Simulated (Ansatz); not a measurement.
# PbSe: the cost of one run

Program: Ansatz 0.2.0. PAW datasets, plane waves. These are computed values for a spin-unpolarised cell that may be hypothetical; none is a measurement.

**1. The structure to begin with**

The unstrained cell was relaxed with r2SCAN; in each strained cell the atoms were relaxed again with r2SCAN. Names of k-points are those of the unstrained zone, where strain can split equivalent points. First state: +0.5 % shear in the xy plane.

The symmetry is Imm2 (No. 44, orthorhombic); a = 4.829 Å, b = 4.853 Å, c = 6.846 Å in the conventional setting, 40.11 Å³ an atom. Around Pb lie 4 Se at 2.96–2.97 Å; around Se lie 4 Pb at 2.96–2.97 Å.

As a file:

```xyz
2
Lattice="0.0086 3.4232 3.4232 3.4232 0.0086 3.4232 3.4318 3.4318 0.0000" Properties=species:S:1:pos:R:3 pbc="T T T"
Pb    0.0000    0.0000    0.0034
Se    1.7159    1.7159    1.7082
```

From earlier runs on the unstrained cell: PBE 0.62 eV, r2SCAN 0.79 eV, HSE06 1.06 eV, G0W0 1.07 eV (on its mesh); a = 6.846 Å.

**2. +0.5 % shear in the xy plane: PBE**

Input file input.yaml:

```yaml
crystal:
  lattice:
    - [0.0085580104, 3.42320414, 3.42320414]
    - [3.42320414, 0.0085580104, 3.42320414]
    - [3.4317621504, 3.4317621504, 0.0]
  atoms:
    - { symbol: Pb, position: [0.0004905933, 0.0004905933, -0.0004905933] }
    - { symbol: Se, position: [0.2495094067, 0.2495094067, 0.2504905933] }
kpoints:
  mp_grid: { grid: [6, 6, 6] }
  band_path:
    path:
      - [0.0, 0.0, 0.0]
      - [-0.5, -0.5, 0.0]
      - [-0.375, -0.375, 0.25]
      - [-0.375, 0.0, 0.375]
      - [0.0, 0.0, 0.5]
      - [-0.5, -0.25, 0.25]
      - [0.25, 0.497396, -0.252604]
      - [0.0, 0.5, 0.5]
    npoints: 1
hamiltonian:
  xc: pbe
scf:
  occupations: { method: fermi_dirac, width: 0.02 }
  n_extra_bands: 4
output:
  forces: true
  stress: true
  eigenvalues: true
```

On the command line:

```bash
> ansatz run input.yaml --threads 4 --pin off --max-ram 4608MiB --backend cpu --events-out ev --progress --plain --runs-dir out
```

Q: Estimate wall time and peak memory on 4 threads of Arm Neoverse V1, shared host.

About 2.8 s, with a peak of 0.44 GiB.
